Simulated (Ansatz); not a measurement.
HgTe under compression and expansion

```
CELL_PARAMETERS angstrom
0.00000 2.92150 2.92150
2.92150 0.00000 2.92150
2.92150 2.92150 0.00000
ATOMIC_POSITIONS crystal
Hg 0.00000 0.00000 0.00000
Te 0.50000 0.50000 0.50000
```

The conventional cell has a = 5.843 Å, b = 5.843 Å, c = 5.843 Å, α = 90.00°, β = 90.00°, γ = 90.00°. Hg (atom 1) has 6 Te at 2.92 Å as nearest neighbours. Te (atom 2) has 6 Hg at 2.92 Å as nearest neighbours.

The cell is COD entry 1538296, as deposited and not checked against the literature; nothing was relaxed.

No spin–orbit coupling, which matters for the heavy atoms here.

Levels of theory: DFT, LDA, all-electron LAPW, scalar-relativistic (Ansatz 0.2.0); DFT, LDA, PAW with Ansatz's default frozen-core files, scalar-relativistic (Ansatz 0.2.0).

For LAPW: a Γ-centred 10×10×10 k mesh, Fermi–Dirac smearing of 0.08 eV, basis error target 1 meV/atom, no spin polarisation. PAW takes a cutoff of 420 eV at this cell (files made with PBE, cores remade for this functional). The Ansatz runs share mesh, smearing and spin set-up. Plane-wave (PAW) pressures include the program's estimate of the Pulay term.

The cell above is scaled evenly, with fractional coordinates and shape held.

| V/V(cell) | V (Å³/atom) | P, LAPW (GPa) | P, PAW (GPa) |
| --- | --- | --- | --- |
| 0.9400 | 23.439 | 10.06 | 10.04 |
| 0.9405 | 23.452 | 10.00 | 9.98 |
| 0.9600 | 23.938 | 7.74 | 7.72 |
| 0.9800 | 24.437 | 5.68 | 5.66 |
| 0.9900 | 24.686 | 4.74 | 4.72 |
| 1.0000 | 24.935 | 3.85 | 3.84 |
| 1.0100 | 25.185 | 3.02 | 3.00 |
| 1.0200 | 25.434 | 2.23 | 2.21 |
| 1.0400 | 25.933 | ? | ? |
| 1.0600 | 26.432 | -0.49 | -0.50 |

Problem. Fill in the row V/V(cell) = 1.0400.

Solution. P, LAPW (GPa) = 0.79, P, PAW (GPa) = 0.77.

Problem. What do Birch–Murnaghan fits to the pressures give?

Solution. LAPW: V0 = 26.23 Å³/atom, B0 = 66 GPa, B0′ = 5.3; PAW: V0 = 26.23 Å³/atom, B0 = 66 GPa, B0′ = 5.3.

PAW's V0 lies -0.02 % from the all-electron value and its B0 0.1 %. Symmetry fixes shape and coordinates here, so this is the relaxed modulus.
